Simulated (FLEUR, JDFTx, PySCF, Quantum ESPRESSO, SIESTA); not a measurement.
## SnTe: programs and potentials compared

```
CELL_PARAMETERS angstrom
0.00000 3.15085 3.15085
3.15085 0.00000 3.15085
3.15085 3.15085 0.00000
ATOMIC_POSITIONS crystal
Te 0.50000 0.50000 0.50000
Sn 0.00000 0.00000 0.00000
```

Alike in all runs: task equation of state; functional PBEsol; k mesh 7 × 7 × 7; occupations fermi-dirac, width 0.05 eV; no spin polarisation; no spin-orbit coupling.

| program and potentials | plane-wave cutoff (eV) | notes | equilibrium volume (Å³/atom) | bulk modulus (GPa) |
| --- | --- | --- | --- | --- |
| JDFTx, PseudoDojo-SR-PBEsol-0.4.1-standard with smoothed tails | 1088 | - | 31.08 | 46.9 |
| SIESTA, files PseudoDojo sr-pbesol-0.4.1-standard, DZP (energy shift 0.003 Ry; two zetas on semicore shells) | - | atomic basis | 31.50 | 47.1 |
| FLEUR, all-electron, FLAPW | - | - | 31.04 | 46.8 |
| Quantum ESPRESSO, PseudoDojo 0.4.1 SR PBEsol standard | 1088 | - | 31.07 | 47.0 |
| PySCF, DZVP-MOLOPT-SR/GTH-PBE (potentials made for PBE) | - | atomic basis; potentials made for PBE | 32.54 | 44.1 |

The equilibrium volume spans 31.04 (FLEUR, all-electron, FLAPW) to 32.54 Å³/atom (PySCF, DZVP-MOLOPT-SR/GTH-PBE (potentials made for PBE)), with all-electron results at 31.04. The bulk modulus spans 44.1 (PySCF, DZVP-MOLOPT-SR/GTH-PBE (potentials made for PBE)) to 47.1 GPa (SIESTA, files PseudoDojo sr-pbesol-0.4.1-standard, DZP (energy shift 0.003 Ry; two zetas on semicore shells)), with all-electron results at 46.8. The equilibrium volume of PySCF, DZVP-MOLOPT-SR/GTH-PBE (potentials made for PBE) lies far from the others; the cause wasn't traced. The bulk modulus of PySCF, DZVP-MOLOPT-SR/GTH-PBE (potentials made for PBE) lies far from the others; the cause wasn't traced. Rows in atomic bases carry the error of their basis and grid, which can be large.

Differences between rows come from potentials, basis sets and numerical settings, since the functional is the same but for its coding. Runs on potential files found faulty are left out.
